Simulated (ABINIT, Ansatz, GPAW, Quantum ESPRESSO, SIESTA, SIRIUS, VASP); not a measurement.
## One calculation of SnTe, 8 ways

```
CELL_PARAMETERS angstrom
0.00000 3.15085 3.15085
3.15085 0.00000 3.15085
3.15085 3.15085 0.00000
ATOMIC_POSITIONS crystal
Te 0.50000 0.50000 0.50000
Sn 0.00000 0.00000 0.00000
```

Alike in all runs: task single point; functional PBEsol; k mesh 7 × 7 × 7; occupations fermi-dirac, width 0.05 eV; no spin polarisation; no spin-orbit coupling. Pressure is positive in compression and, in plane waves, holds the error of the finite cutoff, which Ansatz's Pulay term estimates and takes out.

| program and potentials | plane-wave cutoff (eV) | notes | pressure (GPa) |
| --- | --- | --- | --- |
| Ansatz, Ansatz PAW | 420 | potentials made for PBE, which Ansatz adapts in part; 15 valence electrons an atom on average; Pulay term of +0.03 GPa included | -0.38 |
| ABINIT, PseudoDojo NC SR PBEsol v0.4.1 standard | 1088 | 15 valence electrons an atom on average | -0.32 |
| Quantum ESPRESSO, GBRV 1.5 PBEsol | 925 | 10 valence electrons an atom on average | -0.63 |
| SIRIUS, PseudoDojo 0.4.1 PBEsol standard (scalar relativistic) | 1102 | 15 valence electrons an atom on average | -0.32 |
| VASP, PBE PAW files Sn_d, Te, 520 eV | 520 | potentials made for PBE; 10 valence electrons an atom on average | -0.37 |
| GPAW, PAW data sets generated for this functional | 600 | 10 valence electrons an atom on average | -0.65 |
| Ansatz, all-electron LAPW, scalar-relativistic | - | - | -0.37 |
| SIESTA, files PseudoDojo sr-pbesol-0.4.1-standard, DZP (energy shift 0.003 Ry; two zetas on semicore shells) | - | atomic basis; 15 valence electrons an atom on average | 0.32 |

The pressure spans -0.65 (GPAW, PAW data sets generated for this functional) to 0.32 GPa (SIESTA, files PseudoDojo sr-pbesol-0.4.1-standard, DZP (energy shift 0.003 Ry; two zetas on semicore shells)), with all-electron results at -0.37. Rows in atomic bases carry the error of their basis and grid, which can be large.

The functional is the same throughout but for its coding, so the spread measures potentials, basis and numerics; runs on potential files found faulty are left out.
